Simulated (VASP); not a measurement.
# HfC (Fm-3m) in VASP: settings compared

Aim: see how the results for HfC move with the level of theory and the settings. Levels: AM05, LDA. Tasks: relaxation of cell and atoms, single point.

Program: VASP 6.6.1. These are calculated values, not measurements. Logs are shortened: lines on timing, memory, paths and dates and some standing lists are left out, and cuts for length are marked.

## (1) The crystal as given

The structure is cubic, space group Fm-3m (No. 225). The conventional cell has a = 4.650 Å, b = 4.650 Å, c = 4.650 Å, α = 90.00°, β = 90.00°, γ = 90.00°. Around Hf (site symmetry m-3m) lie 6 C at 2.33 Å. Around C (site symmetry m-3m) lie 6 Hf at 2.33 Å.

## (2) Relaxation of cell and atoms, AM05

Contents of INCAR:

```
SYSTEM = HfC
PREC     = Accurate       ! precision mode
ENCUT    = 600            ! plane-wave cutoff, eV
EDIFF    = 1E-7           ! SCF threshold, eV
ISMEAR   = -1             ! smearing method
SIGMA    = 0.05           ! smearing width, eV
LREAL    = .False.        ! projectors in reciprocal space
LASPH    = .True.         ! aspherical terms in the spheres
NELM     = 80             ! most SCF steps
ALGO     = Fast           ! electronic algorithm
ISIF     = 3              ! what is computed and relaxed
LWAVE    = .False.        ! write WAVECAR
LCHARG   = .False.        ! write CHGCAR
GGA      = AM             ! functional
IBRION   = 2              ! ionic algorithm
NSW      = 40             ! ionic steps
EDIFFG   = -0.02          ! ionic threshold
```

Contents of KPOINTS:

```
Automatic mesh
0
Gamma
  10 10 10
  0 0 0
```

Contents of POSCAR:

```
HfC
1.0
    0.0000000000      2.3250000000      2.3250000000
    2.3250000000      0.0000000000      2.3250000000
    2.3250000000      2.3250000000      0.0000000000
Hf C
1 1
Direct
    0.5000000000      0.5000000000      0.5000000000
    0.0000000000      0.0000000000      0.0000000000
```

Potentials or basis: VASP PAW PBE potentials, release 64 (Hf_pv, C).

The run is started by

```sh
cat potpaw_PBE.64/Hf_pv/POTCAR potpaw_PBE.64/C/POTCAR > POTCAR
mpirun -np 1 vasp_std > vasp.out
```

OUTCAR:

```text
SYSTEM = HfC
   PREC = Accurate
   ENCUT = 600
   EDIFF = 1E-7
   ISMEAR = -1
   LREAL = .False.
   LASPH = .True.
   NELM = 80
   ISIF = 3
   GGA = AM
   IBRION = 2
   NSW = 40
   EDIFFG = -0.02

 ion  position               nearest neighbor table
   1  0.500  0.500  0.500-   2 2.33   2 2.33   2 2.33   2 2.33   2 2.33   2 2.33
   2  0.000  0.000  0.000-   1 2.33   1 2.33   1 2.33   1 2.33   1 2.33   1 2.33

  LATTYP: Found a face centered cubic cell.
 ALAT       =     4.6500000000

  Lattice vectors:

 A1 = (   0.0000000000,   2.3250000000,   2.3250000000)
 A2 = (   2.3250000000,   0.0000000000,   2.3250000000)
 A3 = (   2.3250000000,   2.3250000000,   0.0000000000)

Analysis of symmetry for initial positions (statically):
=====================================================================
 Subroutine PRICEL returns:
 Original cell was already a primitive cell.

 Routine SETGRP: Setting up the symmetry group for a
 face centered cubic supercell.

 Subroutine GETGRP returns: Found 48 space group operations
 (whereof 48 operations were pure point group operations)
 out of a pool of 48 trial point group operations.

The static configuration has the point symmetry O_h .

Analysis of symmetry for dynamics (positions and initial velocities):
=====================================================================
 Subroutine PRICEL returns:
 Original cell was already a primitive cell.

 Routine SETGRP: Setting up the symmetry group for a
 face centered cubic supercell.

 Subroutine GETGRP returns: Found 48 space group operations
 (whereof 48 operations were pure point group operations)
 out of a pool of 48 trial point group operations.

The dynamic configuration has the point symmetry O_h .

 Subroutine INISYM returns: Found 48 space group operations
 (whereof 48 operations are pure point group operations),
 and found     1 'primitive' translations

----------------------------------------------------------------------------------------

                                     Primitive cell

  volume of cell :      25.1362

  direct lattice vectors                    reciprocal lattice vectors
     0.000000000  2.325000000  2.325000000    -0.215053763  0.215053763  0.215053763
     2.325000000  0.000000000  2.325000000     0.215053763 -0.215053763  0.215053763
     2.325000000  2.325000000  0.000000000     0.215053763  0.215053763 -0.215053763

  length of vectors
     3.288046533  3.288046533  3.288046533     0.372484045  0.372484045  0.372484045

[... 102 lines left out ...]
  Fermi-wavevector in a.u.,A,eV,Ry     =   1.346949  2.545365 24.684672  1.814272
  Thomas-Fermi vector in A             =   2.474740
   LORBIT       =      0    0 simple, 1 ext, 2 COOP (PROOUT), +10 PAW based schemes
   GGA     = AM    functional components
   LHFCALC =     F    Hartree Fock is set to
   AEXX    =    0.0000 exact exchange contribution
   IVDW    =     0    specifies the selected vdW correction
   LEPSILON=     F    determine dielectric tensor
   LRPA    =     F    only Hartree local field effects (RPA)
 conjugate gradient relaxation of ions
 non-spin polarized calculation
 RMM-DIIS sequential band-by-band and
  energy-cutoff  :      600.00
  volume of cell :       25.14
 maximum number of plane-waves:       869
 NGX is ok and might be reduce to    28
   NGX = 13   NGY = 13   NGZ = 13

--------------------------------------- Ionic step        1  -------------------------------------------

 number of electron      14.0000000 magnetization

 Free energy of the ion-electron system (eV)
  ---------------------------------------------------
  ext. energy  EPLUGINS =         0.00000000
  ---------------------------------------------------
  free energy    TOTEN  =       -21.71351525 eV

  energy without entropy =      -21.71072638  energy(sigma->0) =      -21.71212082

------------------------ aborting loop because EDIFF is reached ----------------------------------------

  FORCE on cell =-STRESS in cart. coord.  units (eV):
  Direction    XX          YY          ZZ          XY          YZ          ZX
  --------------------------------------------------------------------------------------
  -------------------------------------------------------------------------------------
  Total       -1.2481976     -1.2481976     -1.2481976      0.0000000     -0.0000000      0.0000000
  in kB      -79.5600527    -79.5600527    -79.5600527      0.0000000     -0.0000000      0.0000000
  external PRESSURE =     -79.5600527 kB  Pullay stress =       0.0000000 kB
[... 59 lines left out ...]
--------------------------------------- Ionic step        3  -------------------------------------------

 number of electron      13.9999999 magnetization

 Free energy of the ion-electron system (eV)
  ---------------------------------------------------
  ext. energy  EPLUGINS =         0.00000000
  ---------------------------------------------------
  free energy    TOTEN  =       -21.73462479 eV

  energy without entropy =      -21.73195655  energy(sigma->0) =      -21.73329067

 E-fermi :   6.0831     XC(G=0): -12.5817

 val. band max:        6.0685717472   @ k =   0.1000   0.0000   0.0000
 cond. band min:       6.2088027008   @ k =   0.1000   0.1000   0.0000
 fundamental gap:      0.1402309536
 Fermi energy:         6.0831274576

 k-point     1 :       0.0000    0.0000    0.0000
  band No.  band energies     occupation
      1     -23.3055      2.00000
      2     -23.3055      2.00000
      3     -23.3055      2.00000
      4      -6.3809      2.00000
      5       7.1109      0.00000
      6       7.1109      0.00000
      7       7.1109      0.00000
      8       7.4204      0.00000
      9       7.4204      0.00000
     10       7.4204      0.00000
     11       9.5303      0.00000
[... 309 lines left out ...]
 k-point    24 :       0.4000    0.3000    0.0000
  band No.  band energies     occupation
      1     -23.8663      2.00000
      2     -23.5303      2.00000
      3     -23.5065      2.00000
      4      -4.1929      2.00000
      5       2.2732      2.00000
      6       4.1488      2.00000
      7       5.3547      2.00000
      8       6.2609      0.05554
      9      11.6103      0.00000
     10      12.6866      0.00000
     11      12.8189      0.00000

 [... further k-points ...]

------------------------ aborting loop because EDIFF is reached ----------------------------------------

  FORCE on cell =-STRESS in cart. coord.  units (eV):
  Direction    XX          YY          ZZ          XY          YZ          ZX
  --------------------------------------------------------------------------------------
  -------------------------------------------------------------------------------------
  Total       -0.0208349     -0.0208349     -0.0208349     -0.0000000      0.0000000     -0.0000000
  in kB       -1.3724138     -1.3724138     -1.3724138     -0.0000000      0.0000000     -0.0000000
  external PRESSURE =      -1.3724138 kB  Pullay stress =       0.0000000 kB
[... 17 lines left out ...]
  FREE ENERGIE OF THE ION-ELECTRON SYSTEM (eV)
  ---------------------------------------------------
  free  energy   TOTEN  =       -21.7346247914 eV

  energy  without entropy=      -21.7319565453  energy(sigma->0) =      -21.73329067

 reached required accuracy - stopping structural energy minimisation
```

It took 2.3 min on 1 thread of Intel Xeon Platinum 8175M at 2.50GHz (Skylake/Cascade Lake), shared host; peak memory 0.17 GiB.

Results:

```yaml
Free_energy: -21.7346 eV
Relaxed_volume: 12.16 Å³/atom
Relaxed_cell: a = 3.252 Å, b = 3.252 Å, c = 3.252 Å, α = 60.00°, β = 60.00°, γ = 60.00°
Space_group_after_relaxing_to_0.05_Å: Fm-3m (No. 225)
Energy_gained_by_relaxing: 10.6 meV/atom
Ionic_steps: 3
Pressure_after_relaxing: -0.1 GPa
Band_gap_on_the_k_mesh: none (metal or under the smearing width)
```

The path:
```csv
step,energy change (eV),largest force (eV/Å),pressure (GPa),volume (Å³)
1,0.0000,0.0000,-7.96,25.14
2,0.0471,0.0000,16.72,22.93
3,-0.0211,0.0000,-0.14,24.32
```

Final structure:
```
Hf C
1.0
     0.00000    2.29965    2.29965
     2.29965    0.00000    2.29965
     2.29965    2.29965    0.00000
Hf C
1 1
Direct
  0.50000 0.50000 0.50000
  0.00000 0.00000 0.00000
```

Caveat: the PAW data sets were made with another functional, which shifts forces and pressure a little. Spin-orbit coupling is left out, which matters for the levels of Hf.

## (3) Single point, LDA

Contents of INCAR:

```
PREC = Accurate
ENCUT = 700
EDIFF = 1E-7
ISMEAR = -1
SIGMA = 0.1
LREAL = F
LASPH = T
NELM = 100
ALGO = Normal
ISIF = 2
LWAVE = F
LCHARG = F
ADDGRID = F
```

Contents of KPOINTS:

```
Automatic mesh
0
Gamma
  15 15 15
```

POSCAR is that of step 2.

Potentials or basis: VASP PAW LDA potentials, release 64 (Hf, C).

The run is started by

```sh
cat potpaw_LDA.64/Hf/POTCAR potpaw_LDA.64/C/POTCAR > POTCAR
mpirun -np 1 vasp_std > vasp.out
```

Wall time 65 s (1 thread of AMD EPYC, shared host); peak memory 0.15 GiB.

The run converged, but some of its settings lie outside the range that counts as converged, so its numbers aren't taken as properties of the crystal.

Results:

```
Free energy            : -22.9328 eV
Pressure               : -11.8 GPa
Band gap on the k mesh : none (metal or under the smearing width)
```

## (4) Single point, LDA

INCAR: that of step 3 with these lines changed.

```diff
@@ -1,3 +1,3 @@
 PREC = Accurate
-ENCUT = 700
+ENCUT = 550
 EDIFF = 1E-7
```

Contents of KPOINTS:

```
Automatic mesh
0
Gamma
  18 18 18
```

POSCAR is that of step 3.

The run is started by

```sh
cat potpaw_LDA.64/Hf/POTCAR potpaw_LDA.64/C/POTCAR > POTCAR
mpirun -np 1 vasp_std > vasp.out
```

Run time: 2.3 min. Hardware: 1 thread of AMD EPYC, shared host; peak memory 0.16 GiB.

The run converged, but some of its settings lie outside the range that counts as converged, so its numbers aren't taken as properties of the crystal.

What came out:

| Property | Result |
| --- | --- |
| Free energy | -22.9300 eV |
| Pressure | -11.7 GPa |
| Band gap on the k mesh | none (metal or under the smearing width) |
